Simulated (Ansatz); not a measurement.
# H3C35: the cost of one run

Program: Ansatz 0.2.0. Level of theory: DFT PBE+D3(BJ), scalar-relativistic, plane waves, PAW, and further levels as typed in the inputs. These are calculated values, not measurements.

## (1) The starting structure

It takes space group P3m1 (No. 156, trigonal). The conventional cell has a = 9.840 Å, b = 9.840 Å, c = 21.350 Å, α = 90.00°, β = 90.00°, γ = 120.00°. Around C (site symmetry 1) lie 3 C at 1.42 Å. C (site symmetry m) is surrounded by 3 C at 1.42 Å. Around C (site symmetry 3m) lie 3 C at 1.42 Å. Only part of the 24 independent sites is listed.

Coordinates:

```cif
data_structure
_symmetry_space_group_name_H-M 'P3m1'
_symmetry_Int_Tables_number 156
_cell_length_a 9.8400
_cell_length_b 9.8400
_cell_length_c 21.3500
_cell_angle_alpha 90.000
_cell_angle_beta 90.000
_cell_angle_gamma 120.000
_cell_volume 1790.27
loop_
_atom_site_label
_atom_site_type_symbol
_atom_site_symmetry_multiplicity
_atom_site_Wyckoff_symbol
_atom_site_fract_x
_atom_site_fract_y
_atom_site_fract_z
_atom_site_occupancy
C1 C 6 e 0.91668 0.58337 0.57845 1
C2 C 6 e 0.00002 0.75003 0.57845 1
C3 C 6 e 0.91668 0.58337 0.42155 1
C4 C 6 e 0.08335 0.66670 0.42155 1
C5 C 3 d 0.91668 0.83337 0.57845 1
C6 C 1 a 0.00000 0.00000 0.57845 1
C7 C 3 d 0.91668 0.83337 0.42155 1
C8 C 3 d 0.08333 0.91667 0.42155 1
C9 C 3 d 0.00002 0.50001 0.57845 1
C10 C 3 d 0.16668 0.58334 0.57845 1
C11 C 3 d 0.24999 0.75001 0.57845 1
C12 C 3 d 0.16668 0.58334 0.42155 1
C13 C 1 b 0.33333 0.66667 0.42155 1
C14 C 3 d 0.16666 0.83334 0.57845 1
C15 C 3 d 0.16666 0.83334 0.42155 1
C16 C 3 d 0.33335 0.16667 0.42155 1
C17 C 3 d 0.50002 0.25001 0.57845 1
C18 C 3 d 0.58335 0.16670 0.42155 1
C19 C 1 c 0.66667 0.33333 0.57845 1
C20 C 1 c 0.66667 0.33333 0.42155 1
C21 C 3 d 0.83330 0.41665 0.73302 1
C22 C 3 d 0.74998 0.49997 0.73302 1
H1 H 3 d 0.96121 0.48060 0.73302 1
H2 H 3 d 0.81394 0.62788 0.73302 1
```

## (2) Relaxing the atoms: H6C70 slab, no spin

input.yaml

```yaml
crystal:
  lattice:
    - [9.84, 0.0, 0.0]
    - [-4.92, 8.5216899732, 0.0]
    - [0.0, 0.0, 21.35]
  atoms:
    - { symbol: C, position: [0.0, 0.0, 0.5784543326] }
    - { symbol: C, position: [0.0833333333, 0.1666666667, 0.5784543326] }
    - { symbol: C, position: [0.0, 0.0, 0.4215456674] }
    - { symbol: C, position: [0.1666666667, 0.0833333333, 0.4215456674] }
    - { symbol: C, position: [0.0, 0.25, 0.5784543326] }
    - { symbol: C, position: [0.0833333333, 0.4166666667, 0.5784543326] }
    - { symbol: C, position: [0.0, 0.25, 0.4215456674] }
    - { symbol: C, position: [0.1666666667, 0.3333333333, 0.4215456674] }
    - { symbol: C, position: [0.0, 0.5, 0.5784543326] }
    - { symbol: C, position: [0.0833333333, 0.6666666667, 0.5784543326] }
    - { symbol: C, position: [0.0, 0.5, 0.4215456674] }
    - { symbol: C, position: [0.1666666667, 0.5833333333, 0.4215456674] }
    - { symbol: C, position: [0.0, 0.75, 0.5784543326] }
    - { symbol: C, position: [0.0833333333, 0.9166666667, 0.5784543326] }
    - { symbol: C, position: [0.0, 0.75, 0.4215456674] }
    - { symbol: C, position: [0.1666666667, 0.8333333333, 0.4215456674] }
    - { symbol: C, position: [0.25, 0.0, 0.5784543326] }
    - { symbol: C, position: [0.3333333333, 0.1666666667, 0.5784543326] }
    - { symbol: C, position: [0.25, 0.0, 0.4215456674] }
    - { symbol: C, position: [0.4166666667, 0.0833333333, 0.4215456674] }
    - { symbol: C, position: [0.25, 0.25, 0.5784543326] }
    - { symbol: C, position: [0.3333333333, 0.4166666667, 0.5784543326] }
    - { symbol: C, position: [0.25, 0.25, 0.4215456674] }
    - { symbol: C, position: [0.4166666667, 0.3333333333, 0.4215456674] }
    - { symbol: C, position: [0.25, 0.5, 0.5784543326] }
    - { symbol: C, position: [0.3333333333, 0.6666666667, 0.5784543326] }
    - { symbol: C, position: [0.25, 0.5, 0.4215456674] }
    - { symbol: C, position: [0.4166666667, 0.5833333333, 0.4215456674] }
    - { symbol: C, position: [0.25, 0.75, 0.5784543326] }
    - { symbol: C, position: [0.3333333333, 0.9166666667, 0.5784543326] }
    - { symbol: C, position: [0.25, 0.75, 0.4215456674] }
    - { symbol: C, position: [0.4166666667, 0.8333333333, 0.4215456674] }
    - { symbol: C, position: [0.5, 0.0, 0.5784543326] }
    - { symbol: C, position: [0.5833333333, 0.1666666667, 0.5784543326] }
    - { symbol: C, position: [0.5, 0.0, 0.4215456674] }
    - { symbol: C, position: [0.6666666667, 0.0833333333, 0.4215456674] }
    - { symbol: C, position: [0.5, 0.25, 0.5784543326] }
    - { symbol: C, position: [0.5833333333, 0.4166666667, 0.5784543326] }
    - { symbol: C, position: [0.5, 0.25, 0.4215456674] }
    - { symbol: C, position: [0.6666666667, 0.3333333333, 0.4215456674] }
    - { symbol: C, position: [0.5, 0.5, 0.5784543326] }
    - { symbol: C, position: [0.5833333333, 0.6666666667, 0.5784543326] }
    - { symbol: C, position: [0.5, 0.5, 0.4215456674] }
    - { symbol: C, position: [0.6666666667, 0.5833333333, 0.4215456674] }
    - { symbol: C, position: [0.5, 0.75, 0.5784543326] }
    - { symbol: C, position: [0.5833333333, 0.9166666667, 0.5784543326] }
    - { symbol: C, position: [0.5, 0.75, 0.4215456674] }
    - { symbol: C, position: [0.6666666667, 0.8333333333, 0.4215456674] }
    - { symbol: C, position: [0.75, 0.0, 0.5784543326] }
    - { symbol: C, position: [0.8333333333, 0.1666666667, 0.5784543326] }
    - { symbol: C, position: [0.75, 0.0, 0.4215456674] }
    - { symbol: C, position: [0.9166666667, 0.0833333333, 0.4215456674] }
    - { symbol: C, position: [0.75, 0.25, 0.5784543326] }
    - { symbol: C, position: [0.8333333333, 0.4166666667, 0.5784543326] }
    - { symbol: C, position: [0.75, 0.25, 0.4215456674] }
    - { symbol: C, position: [0.9166666667, 0.3333333333, 0.4215456674] }
    - { symbol: C, position: [0.75, 0.5, 0.5784543326] }
    - { symbol: C, position: [0.8333333333, 0.6666666667, 0.5784543326] }
    - { symbol: C, position: [0.75, 0.5, 0.4215456674] }
    - { symbol: C, position: [0.9166666667, 0.5833333333, 0.4215456674] }
    - { symbol: C, position: [0.75, 0.75, 0.5784543326] }
    - { symbol: C, position: [0.8333333333, 0.9166666667, 0.5784543326] }
    - { symbol: C, position: [0.75, 0.75, 0.4215456674] }
    - { symbol: C, position: [0.9166666667, 0.8333333333, 0.4215456674] }
    - { symbol: C, position: [0.9166170881, 0.8332837548, 0.7330210773] }
    - { symbol: C, position: [0.8333002809, 0.9166005619, 0.7330210773] }
    - { symbol: C, position: [0.6666666667, 0.8332837548, 0.7330210773] }
    - { symbol: C, position: [0.5833498595, 0.6666501405, 0.7330210773] }
    - { symbol: C, position: [0.6666666667, 0.5833333333, 0.7330210773] }
    - { symbol: C, position: [0.8333002809, 0.6666501405, 0.7330210773] }
    - { symbol: H, position: [1.0445259892, 0.8972382053, 0.7330210773] }
    - { symbol: H, position: [0.8972547315, 1.044509463, 0.7330210773] }
    - { symbol: H, position: [0.6027122161, 0.8972382053, 0.7330210773] }
    - { symbol: H, position: [0.4554409584, 0.6026956899, 0.7330210773] }
    - { symbol: H, position: [0.6027122161, 0.4554244322, 0.7330210773] }
    - { symbol: H, position: [0.8972547315, 0.6026956899, 0.7330210773] }
scf:
  occupations: { method: gaussian, width: 0.05 }
output:
  forces: true
  write_density: true
  write_potential: true
  elf: true
  volumetric_format: npy
hamiltonian:
  xc: pbe
  dispersion: d3bj
kpoints:
  mp_grid: { grid: [3, 3, 1] }
efield:
  axis: 3
  dipole_correction: true
relax:
  f_tol: 0.006
  max_steps: 50
  constraints:
    - { sites: [0, 1, 2, 3, 4, 5, 6, 7, 8, 9, 10, 11, 12, 13, 14, 15, 16, 17, 18, 19, 20, 21, 22, 23, 24, 25, 26, 27, 28, 29, 30, 31, 32, 33, 34, 35, 36, 37, 38, 39, 40, 41, 42, 43, 44, 45, 46, 47, 48, 49, 50, 51, 52, 53, 54, 55, 56, 57, 58, 59, 60, 61, 62, 63] }
```

Command:

```sh
ansatz run input.yaml --threads 8 --pin off --max-ram 24576MiB --backend cpu --events-out ev --progress --plain --runs-dir out
```

Q: Estimate wall time and peak memory on 8 threads of Intel Xeon Platinum 8488C (Sapphire Rapids), shared host.

About 77 s, with a peak of 7.1 GiB.
